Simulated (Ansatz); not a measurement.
CsCl:
```
CELL_PARAMETERS angstrom
      4.06815     0.00000     0.00000
      0.00000     4.06815     0.00000
      0.00000     0.00000     4.06815
ATOMIC_POSITIONS crystal
  Cs 0.00000 0.00000 0.00000
  Cl 0.50000 0.50000 0.50000
```

x, y and z are the axes in which the lattice vectors are written.

Task: Give the high-frequency dielectric tensor and the Born effective charge tensors of the independent atoms from DFPT, PBEsol (plane waves, PAW; program Ansatz).

Result: 
ε∞:
```
2.98  0.00  0.00
0.00  2.98  0.00
0.00  0.00  2.98
```
Z* of atom 1 (Cs), rows: field, columns: displacement, in e:
```
1.34  0.00  0.00
0.00  1.34  0.00
0.00  0.00  1.34
```
Z* of atom 2 (Cl), rows: field, columns: displacement, in e:
```
-1.34   0.00   0.00
 0.00  -1.34   0.00
 0.00   0.00  -1.34
```

Space group Pm-3m (CsCl type). The PBEsol relaxation kept the symmetry of its start. Scalar-relativistic: spin–orbit coupling is off unless named, which matters more the heavier the elements.

Potentials: the later of the program's two PAW sets.
